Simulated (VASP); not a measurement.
# SrCl2 (Fm-3m) in VASP: further runs, part 2 of 2

VASP 6.6.1. Earlier steps stand in the parts before.

### Step 3. Single point, HSE06

The input, POSCAR:

```
SrCl2
1.0
    0.0000000000      3.4977180859      3.4977180859
    3.4977180859      0.0000000000      3.4977180859
    3.4977180859      3.4977180859      0.0000000000
Sr Cl
1 2
Direct
    0.0000000000      0.0000000000      0.0000000000
    0.2500000000      0.2500000000      0.2500000000
    0.7500000000      0.7500000000      0.7500000000
```

The input, INCAR.step1:

```
PREC = Accurate
ENCUT = 520
EDIFF = 1E-5
ISMEAR = 0
SIGMA = 0.01
LREAL = False
LASPH = True
NELM = 100
ALGO = Normal
ISIF = 2
LWAVE = True
LCHARG = False
NBANDS = 19
GGA = PE
```

The input, INCAR.step2:

```
PREC = Accurate
ENCUT = 520
EDIFF = 1E-6
ISMEAR = 0
SIGMA = 0.01
LREAL = False
LASPH = True
NELM = 100
ALGO = Normal
ISIF = 2
LWAVE = False
LCHARG = False
GGA = PE
LHFCALC = True
HFSCREEN = 0.2079
PRECFOCK = Normal
NBANDS = 19
ISTART = 1
```

The input, KPOINTS:

```
Automatic mesh
0
Gamma
  4 4 4
```

Potentials or basis: VASP PAW PBE potentials, release 64 (Sr_sv, Cl).

Started as:

```console
$ cat potpaw_PBE.64/Sr_sv/POTCAR potpaw_PBE.64/Cl/POTCAR > POTCAR
$ cp INCAR.step1 INCAR
$ mpirun -np 1 vasp_std > vasp.out
$ cp INCAR.step2 INCAR
$ mpirun -np 1 vasp_std > vasp.out
```

OUTCAR:

```text
PREC = Accurate
   ENCUT = 520
   EDIFF = 1E-6
   ISMEAR = 0
   LREAL = False
   LASPH = True
   NELM = 100
   ISIF = 2
   GGA = PE
   LHFCALC = True
   HFSCREEN = 0.2079
   PRECFOCK = Normal
   ISTART = 1

 ion  position               nearest neighbor table
   1  0.000  0.000  0.000-   3 3.03   3 3.03   3 3.03   2 3.03   2 3.03   2 3.03   3 3.03   2 3.03

   2  0.250  0.250  0.250-   1 3.03   1 3.03   1 3.03   1 3.03
   3  0.750  0.750  0.750-   1 3.03   1 3.03   1 3.03   1 3.03

  LATTYP: Found a face centered cubic cell.
 ALAT       =     6.9954361718

  Lattice vectors:

 A1 = (   0.0000000000,   3.4977180859,   3.4977180859)
 A2 = (   3.4977180859,   0.0000000000,   3.4977180859)
 A3 = (   3.4977180859,   3.4977180859,   0.0000000000)

Analysis of symmetry for initial positions (statically):
=====================================================================
 Subroutine PRICEL returns:
 Original cell was already a primitive cell.

 Routine SETGRP: Setting up the symmetry group for a
[... 159 lines left out ...]
  free energy    TOTEN  =       -14.81300664 eV

  energy without entropy =      -14.81300664  energy(sigma->0) =      -14.81300664

 E-fermi :  -0.6577     XC(G=0):  -6.8778

 val. band max:       -0.8235517432   @ k =   0.5000   0.5000   0.0000
 cond. band min:       5.7603693462   @ k =   0.0000   0.0000   0.0000
 fundamental gap:      6.5839210895
 Fermi energy:        -0.6577245271

 k-point     1 :       0.0000    0.0000    0.0000
  band No.  band energies     occupation
      1     -35.8055      2.00000
      2     -16.5206      2.00000
      3     -16.5206      2.00000
      4     -16.5206      2.00000
      5     -15.3504      2.00000
      6     -14.4438      2.00000
[... 153 lines left out ...]
      6     -14.5904      2.00000
[... 11 lines left out ...]
     18      10.1826      0.00000
     19      11.2727      0.00000

------------------------ aborting loop because EDIFF is reached ----------------------------------------

  FORCE on cell =-STRESS in cart. coord.  units (eV):
  Direction    XX          YY          ZZ          XY          YZ          ZX
  --------------------------------------------------------------------------------------
  -------------------------------------------------------------------------------------
  Total        0.1351492      0.1351492      0.1351492     -0.0000000     -0.0000000      0.0000000
  in kB        2.5301121      2.5301121      2.5301121     -0.0000000     -0.0000000      0.0000000
  external PRESSURE =       2.5301121 kB  Pullay stress =       0.0000000 kB

 VOLUME and BASIS-vectors are now :
 -----------------------------------------------------------------------------
  energy-cutoff  :      520.00
  volume of cell :       85.58
      direct lattice vectors                 reciprocal lattice vectors
     0.000000000  3.497718086  3.497718086    -0.142950343  0.142950343  0.142950343
     3.497718086  0.000000000  3.497718086     0.142950343 -0.142950343  0.142950343
     3.497718086  3.497718086  0.000000000     0.142950343  0.142950343 -0.142950343

 POSITION                                       TOTAL-FORCE (eV/Angst)
 -----------------------------------------------------------------------------------
      0.00000      0.00000      0.00000        -0.000000     -0.000000     -0.000000
      1.74886      1.74886      1.74886         0.000000     -0.000000      0.000000
      5.24658      5.24658      5.24658         0.000000      0.000000     -0.000000
 -----------------------------------------------------------------------------------
    total drift:                               -0.000000     -0.000000     -0.000000

  FREE ENERGIE OF THE ION-ELECTRON SYSTEM (eV)
  ---------------------------------------------------
  free  energy   TOTEN  =       -14.8130066352 eV

  energy  without entropy=      -14.8130066352  energy(sigma->0) =      -14.81300664
```

Run time: 14 min. Hardware: 1 thread of Intel Xeon Platinum 8488C (Sapphire Rapids), shared host; peak memory 0.35 GiB.

Results:

| Property | Result |
| --- | --- |
| Free energy | -14.8130 eV |
| Pressure | 0.3 GPa |
| Band gap on the k mesh | 6.58 eV, indirect (least direct gap 6.82 eV) |

Levels at points of the mesh, in eV from the valence-band top:
```
           k point  band 9  band 10  band 11  band 12  band 13  band 14  band 15  band 16
(0.00, 0.00, 0.00)   -2.25    -0.36    -0.36    -0.36     6.58     7.52     7.52    10.36
(0.50, 0.00, 0.00)   -1.57    -1.39    -1.12    -1.12     8.18     8.18     9.05     9.10
(0.50, 0.50, 0.00)   -2.02    -0.41    -0.41     0.00     6.82     8.53     9.18     9.57
```

Caveat: the PAW data sets were made with another functional, which shifts forces and pressure a little. A k mesh can miss the band edges.
